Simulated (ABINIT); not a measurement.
# BAs (F-43m) in ABINIT: notebook

Aim: see how the results for BAs move with the level of theory and the settings. Levels: PW91, AM05. Tasks: equation of state.

All numbers are computed with ABINIT 10.8.3 (patched build); they aren't measurements. Logs are shortened: lines on timing, memory, paths and dates and some standing lists are left out, and cuts for length are marked. The log counts tension as positive stress, the text compression.

**Experimental background.**

From “Basic Physical Properties of Cubic Boron Arsenide”, 2019, arxiv:1911.11281, for a bulk crystal of BAs: bulk modulus 148 GPa.

The results are compared with them further down.

**1. The structure**

The structure is cubic, space group F-43m (No. 216). Conventional cell: a = 4.777 Å, b = 4.777 Å, c = 4.777 Å, α = 90.00°, β = 90.00°, γ = 90.00°. As (site symmetry -43m) has 4 B at 2.07 Å as nearest neighbours. Around B (site symmetry -43m) lie 4 As at 2.07 Å.

**2. Equation of state, PW91**

Input file run.abi:

```
# Datasets: one volume each
ndtset 7
getwfk -1
scalecart1 3*0.9795861087
scalecart2 3*0.9864848297
scalecart3 3*0.9932883884
scalecart4 3*1.0000000000
scalecart5 3*1.0066227096
scalecart6 3*1.0131594038
scalecart7 3*1.0196128224

# Pseudopotentials
pp_dirpath "./"
pseudos "As.GGA_PBE-JTH.xml, B.GGA_PBE-JTH.xml"

# Structure
acell 6.3832096775 6.3832096775 6.3832096775
rprim
     0.0000000000     0.7071067812     0.7071067812
     0.7071067812     0.0000000000     0.7071067812
     0.7071067812     0.7071067812     0.0000000000
ntypat 2
znucl 33 5
natom 2
typat 1 2
xred
     0.7500000000     0.7500000000     0.7500000000
     0.0000000000     0.0000000000     0.0000000000

# Plane-wave basis
ecut 15.0
pawecutdg 30.0

# k points
kptopt 1
ngkpt 10 10 10
nshiftk 1
shiftk 0.0 0.0 0.0

# Exchange and correlation
ixc -109134

# Bands and occupations
nband 13
occopt 3
tsmear 0.05 eV

# SCF cycle
nstep 100
tolvrs 1.0e-9

# Output
iomode 3
prtwf 1
prtden 0
prteig 0
prtebands 0
```

Potentials or basis: JTH PAW PBE v2.0.

Command:

```bash
> abinit run.abi > log 2>&1
```

run.abo:

```text
.Version 10.8.3 of ABINIT
 DATASET    1 : space group F-4 3 m (#216); Bravais cF (face-center cubic)
================================================================================
 Values of the parameters that define the memory need for DATASET  1.
     intxc =       0    ionmov =       0      iscf =      17    lmnmax =      18
     lnmax =       6     mgfft =      24  mpssoang =       3    mqgrid =    3001
     natom =       2  nloc_mem =       2    nspden =       1   nspinor =       1
    nsppol =       1      nsym =      24    n1xccc =       1    ntypat =       2
    occopt =       3   xclevel =       2
       mpw =         495          nfft =       13824          nkpt =          47
 PAW method is used; the additional fine FFT grid is defined by:
   mgfftf=        32    nfftf =     32768
================================================================================
================================================================================
[... 71 lines left out ...]
 DATASET    7 : space group F-4 3 m (#216); Bravais cF (face-center cubic)
================================================================================
 Values of the parameters that define the memory need for DATASET  7.
     intxc =       0    ionmov =       0      iscf =      17    lmnmax =      18
     lnmax =       6     mgfft =      24  mpssoang =       3    mqgrid =    3001
     natom =       2  nloc_mem =       2    nspden =       1   nspinor =       1
    nsppol =       1      nsym =      24    n1xccc =       1    ntypat =       2
    occopt =       3   xclevel =       2
       mpw =         552          nfft =       13824          nkpt =          47
 PAW method is used; the additional fine FFT grid is defined by:
   mgfftf=        36    nfftf =     46656
================================================================================
================================================================================

--------------------------------------------------------------------------------
------------- Echo of variables that govern the present computation ------------
--------------------------------------------------------------------------------
 -outvars: echo values of preprocessed input variables --------
            acell      6.3832096775E+00  6.3832096775E+00  6.3832096775E+00 Bohr
              amu      7.49215900E+01  1.08110000E+01
             ecut      1.50000000E+01 Hartree
           getwfk          -1
              ixc     -109134
           jdtset        1    2    3    4    5    6    7
         kptrlatt       10    0    0      0   10    0      0    0   10
          kptrlen1     6.25290353E+01
          kptrlen2     6.29693951E+01
          kptrlen3     6.34036805E+01
          kptrlen4     6.38320968E+01
          kptrlen5     6.42548382E+01
          kptrlen6     6.46720891E+01
          kptrlen7     6.50840244E+01
            natom           2
            nband          13
           ndtset           7
            ngfft          24      24      24
          ngfftdg1         32      32      32
          ngfftdg2         32      32      32
          ngfftdg3         32      32      32
          ngfftdg4         32      32      32
          ngfftdg5         32      32      32
          ngfftdg6         32      32      32
          ngfftdg7         36      36      36
             nkpt          47
            nstep         100
             nsym          24
           ntypat           2
           occopt           3
        pawecutdg      3.00000000E+01 Hartree
         pawxcdev           0
           prtden           0
        prtebands           0
           prteig           0
            rprim1     0.0000000000E+00  6.9267198023E-01  6.9267198023E-01
                       6.9267198023E-01  0.0000000000E+00  6.9267198023E-01
                       6.9267198023E-01  6.9267198023E-01  0.0000000000E+00
            rprim2     0.0000000000E+00  6.9755011263E-01  6.9755011263E-01
                       6.9755011263E-01  0.0000000000E+00  6.9755011263E-01
                       6.9755011263E-01  6.9755011263E-01  0.0000000000E+00
            rprim3     0.0000000000E+00  7.0236095512E-01  7.0236095512E-01
                       7.0236095512E-01  0.0000000000E+00  7.0236095512E-01
                       7.0236095512E-01  7.0236095512E-01  0.0000000000E+00
            rprim4     0.0000000000E+00  7.0710678120E-01  7.0710678120E-01
                       7.0710678120E-01  0.0000000000E+00  7.0710678120E-01
                       7.0710678120E-01  7.0710678120E-01  0.0000000000E+00
            rprim5     0.0000000000E+00  7.1178974407E-01  7.1178974407E-01
                       7.1178974407E-01  0.0000000000E+00  7.1178974407E-01
                       7.1178974407E-01  7.1178974407E-01  0.0000000000E+00
            rprim6     0.0000000000E+00  7.1641188486E-01  7.1641188486E-01
                       7.1641188486E-01  0.0000000000E+00  7.1641188486E-01
                       7.1641188486E-01  7.1641188486E-01  0.0000000000E+00
            rprim7     0.0000000000E+00  7.2097514092E-01  7.2097514092E-01
                       7.2097514092E-01  0.0000000000E+00  7.2097514092E-01
                       7.2097514092E-01  7.2097514092E-01  0.0000000000E+00
          spgroup         216
           tolvrs      1.00000000E-09
           tsmear      1.83746611E-03 Hartree
            typat      1  2
           useylm           1
           xangst1     3.5096121287E+00  3.5096121287E+00  3.5096121287E+00
                       0.0000000000E+00  0.0000000000E+00  0.0000000000E+00
           xangst2     3.5343285213E+00  3.5343285213E+00  3.5343285213E+00
                       0.0000000000E+00  0.0000000000E+00  0.0000000000E+00
           xangst3     3.5587039712E+00  3.5587039712E+00  3.5587039712E+00
                       0.0000000000E+00  0.0000000000E+00  0.0000000000E+00
           xangst4     3.5827499977E+00  3.5827499977E+00  3.5827499977E+00
                       0.0000000000E+00  0.0000000000E+00  0.0000000000E+00
           xangst5     3.6064775105E+00  3.6064775105E+00  3.6064775105E+00
                       0.0000000000E+00  0.0000000000E+00  0.0000000000E+00
           xangst6     3.6298968516E+00  3.6298968516E+00  3.6298968516E+00
                       0.0000000000E+00  0.0000000000E+00  0.0000000000E+00
           xangst7     3.6530178371E+00  3.6530178371E+00  3.6530178371E+00
                       0.0000000000E+00  0.0000000000E+00  0.0000000000E+00
            xcart1     6.6322057313E+00  6.6322057313E+00  6.6322057313E+00
                       0.0000000000E+00  0.0000000000E+00  0.0000000000E+00
            xcart2     6.6789129442E+00  6.6789129442E+00  6.6789129442E+00
                       0.0000000000E+00  0.0000000000E+00  0.0000000000E+00
            xcart3     6.7249758688E+00  6.7249758688E+00  6.7249758688E+00
                       0.0000000000E+00  0.0000000000E+00  0.0000000000E+00
            xcart4     6.7704162732E+00  6.7704162732E+00  6.7704162732E+00
                       0.0000000000E+00  0.0000000000E+00  0.0000000000E+00
            xcart5     6.8152547740E+00  6.8152547740E+00  6.8152547740E+00
                       0.0000000000E+00  0.0000000000E+00  0.0000000000E+00
            xcart6     6.8595109148E+00  6.8595109148E+00  6.8595109148E+00
                       0.0000000000E+00  0.0000000000E+00  0.0000000000E+00
            xcart7     6.9032032451E+00  6.9032032451E+00  6.9032032451E+00
                       0.0000000000E+00  0.0000000000E+00  0.0000000000E+00
             xred      7.5000000000E-01  7.5000000000E-01  7.5000000000E-01
                       0.0000000000E+00  0.0000000000E+00  0.0000000000E+00
            znucl       33.00000    5.00000

================================================================================

 chkinp: Checking input parameters for consistency, jdtset=   1.

 chkinp: Checking input parameters for consistency, jdtset=   2.
[... 31 lines left out ...]
 getcut: wavevector=  0.0000  0.0000  0.0000  ngfft=  24  24  24
         ecut(hartree)=     15.000   => boxcut(ratio)=   2.20150

 getcut : COMMENT -
  Note that boxcut > 2.2 ; recall that boxcut=Gcut(box)/Gcut(sphere) = 2
  is sufficient for exact treatment of convolution.
  Such a large boxcut is a waste : you could raise ecut
  e.g. ecut=   18.174764 Hartrees makes boxcut=2

 Fine grid specifications (used for densities):

 getcut: wavevector=  0.0000  0.0000  0.0000  ngfft=  32  32  32
         ecut(hartree)=     30.000   => boxcut(ratio)=   2.07559

--- Pseudopotential description ------------------------------------------------
- pspini: atom type   1  psp file is ./As.GGA_PBE-JTH.xml
 Pseudopotential format is: paw10
 basis_size (lnmax)=  6 (lmn_size= 18), orbitals=   0   0   1   1   2   2
 Spheres core radius: rc_sph= 2.10391912
 Shapefunction is BESSEL type: shapef(r,l)=aa(1,l)*jl(q(1,l)*r)+aa(2,l)*jl(q(2,l)*r)
 Radius for shape functions =  1.70360438
 Compensation charge density is not taken into account in XC energy/potential

- pspini: atom type   2  psp file is ./B.GGA_PBE-JTH.xml
 Pseudopotential format is: paw10
 basis_size (lnmax)=  4 (lmn_size=  8), orbitals=   0   0   1   1
 Spheres core radius: rc_sph= 1.70616958
 Shapefunction is SIN type: shapef(r)=[sin(pi*r/rshp)/(pi*r/rshp)]**2
 Radius for shape functions =  1.40269776
 Compensation charge density is not taken into account in XC energy/potential

   4.97343271E+02                                ecore*ucvol(ha*bohr**3)
--------------------------------------------------------------------------------

================================================================================

--- !BeginCycle
iteration_state: {dtset: 1, }
solver: {iscf: 17, nstep: 100, nline: 4, wfoptalg: 10, }
tolerances: {tolvrs: 1.00E-09, }
...
[... 1059 lines left out ...]
 getcut: wavevector=  0.0000  0.0000  0.0000  ngfft=  36  36  36
         ecut(hartree)=     30.000   => boxcut(ratio)=   2.24338

 getcut : COMMENT -
  Note that boxcut > 2.2 ; recall that boxcut=Gcut(box)/Gcut(sphere) = 2
  is sufficient for exact treatment of convolution.
  Such a large boxcut is a waste : you could raise ecut
  e.g. ecut=   37.745568 Hartrees makes boxcut=2

--------------------------------------------------------------------------------

-inwffil : will read wavefunctions from disk file runo_DS6_WFK.nc

================================================================================
[... 139 lines left out ...]
-Cartesian components of stress tensor (GPa)         [Pressure= -4.6946E+00 GPa]
- sigma(1 1)=  4.69462847E+00  sigma(3 2)=  0.00000000E+00
- sigma(2 2)=  4.69462847E+00  sigma(3 1)=  0.00000000E+00
- sigma(3 3)=  4.69462847E+00  sigma(2 1)=  0.00000000E+00

== END DATASET(S) ==============================================================
================================================================================

 -outvars: echo values of variables after computation  --------
            acell      6.3832096775E+00  6.3832096775E+00  6.3832096775E+00 Bohr
           etotal1    -1.1684502623E+02
           etotal2    -1.1684638420E+02
           etotal3    -1.1684730762E+02
           etotal4    -1.1684783537E+02
           etotal5    -1.1684800418E+02
           etotal6    -1.1684785350E+02
           etotal7    -1.1684740785E+02
            fcart1     4.7577589549E-31 -4.7577589549E-31  4.7577589549E-31
                      -4.7577589549E-31  4.7577589549E-31 -4.7577589549E-31
            fcart2    -0.0000000000E+00 -0.0000000000E+00 -0.0000000000E+00
                      -0.0000000000E+00 -0.0000000000E+00 -0.0000000000E+00
            fcart3    -7.5074020962E-30 -7.5074020962E-30  2.2522206289E-29
                       7.5074020962E-30  7.5074020962E-30 -2.2522206289E-29
            fcart4     2.2371045988E-29 -7.4570153292E-30 -7.4570153292E-30
                      -2.2371045988E-29  7.4570153292E-30  7.4570153292E-30
            fcart5     1.8519886493E-30  1.8519886493E-30 -5.5559659479E-30
                      -1.8519886493E-30 -1.8519886493E-30  5.5559659479E-30
[... 38 lines left out ...]
                       0.0000000000E+00  0.0000000000E+00  0.0000000000E+00
           xangst1     3.5096121287E+00  3.5096121287E+00  3.5096121287E+00
                       0.0000000000E+00  0.0000000000E+00  0.0000000000E+00
           xangst2     3.5343285213E+00  3.5343285213E+00  3.5343285213E+00
                       0.0000000000E+00  0.0000000000E+00  0.0000000000E+00
           xangst3     3.5587039712E+00  3.5587039712E+00  3.5587039712E+00
                       0.0000000000E+00  0.0000000000E+00  0.0000000000E+00
           xangst4     3.5827499977E+00  3.5827499977E+00  3.5827499977E+00
                       0.0000000000E+00  0.0000000000E+00  0.0000000000E+00
           xangst5     3.6064775105E+00  3.6064775105E+00  3.6064775105E+00
                       0.0000000000E+00  0.0000000000E+00  0.0000000000E+00
           xangst6     3.6298968516E+00  3.6298968516E+00  3.6298968516E+00
                       0.0000000000E+00  0.0000000000E+00  0.0000000000E+00
           xangst7     3.6530178371E+00  3.6530178371E+00  3.6530178371E+00
                       0.0000000000E+00  0.0000000000E+00  0.0000000000E+00
             xred      7.5000000000E-01  7.5000000000E-01  7.5000000000E-01
                       0.0000000000E+00  0.0000000000E+00  0.0000000000E+00
 Calculation completed.
```

It took 71 s on 1 thread of Arm Neoverse V2, shared host; peak memory 0.13 GiB.

What came out:

| Property | Result |
| --- | --- |
| Equilibrium volume | 13.90 Å³/atom |
| Bulk modulus | 132 GPa |
| Pressure derivative of the bulk modulus | 4.1 |

Energy against volume, from the lowest point:
| volume (Å³/atom) | energy (meV/atom) |
| --- | --- |
| 12.809 | 40.52 |
| 13.081 | 22.04 |
| 13.354 | 9.48 |
| 13.626 | 2.30 |
| 13.899 | 0.00 |
| 14.171 | 2.05 |
| 14.444 | 8.11 |

Caveat: pressures at fixed basis lie under the slope of the energies; the PAW data sets were made with another functional, which shifts forces and pressure a little.

**3. Equation of state, AM05**

Changes to run.abi since step 2:

```diff
@@ -40,3 +40,3 @@
 # Exchange and correlation
-ixc -109134
+ixc -120135
 
@@ -45,3 +45,3 @@
 occopt 3
-tsmear 0.05 eV
+tsmear 0.00183747
 
@@ -57 +57,2 @@
 prtebands 0
+enunit 1
```

Potentials or basis: JTH PAW PBE v2.0.

Command:

```bash
> abinit run.abi > log 2>&1
```

Run time: 70 s. Hardware: 1 thread of Arm Neoverse V2, shared host; peak memory 0.13 GiB.

The run converged. Its results:

- Equilibrium volume: 13.55 Å³/atom
- Bulk modulus: 139 GPa
- Pressure derivative of the bulk modulus: 4.1

Energy against volume, from the lowest point:
```csv
volume (Å³/atom),energy (meV/atom)
12.809,19.41
13.081,7.44
13.354,1.14
13.626,0.00
13.899,3.53
14.171,11.20
14.444,22.68
```

Caveat: pressures at fixed basis lie under the slope of the energies; the PAW data sets were made with another functional, which shifts forces and pressure a little.

**4. How close it comes**

Step 2. Measured bulk modulus of BAs: 148 GPa (quoted in “Basic Physical Properties of Cubic Boron Arsenide”, 2019, arxiv:1911.11281). This calculation gives 132 GPa (-11.1 %). The fit is for a static lattice scaled at fixed shape and fixed fractional positions.

Step 3. Measured bulk modulus of BAs: 148 GPa (quoted in “Basic Physical Properties of Cubic Boron Arsenide”, 2019, arxiv:1911.11281). This calculation gives 139 GPa (-5.8 %). The fit is for a static lattice scaled at fixed shape and fixed fractional positions.
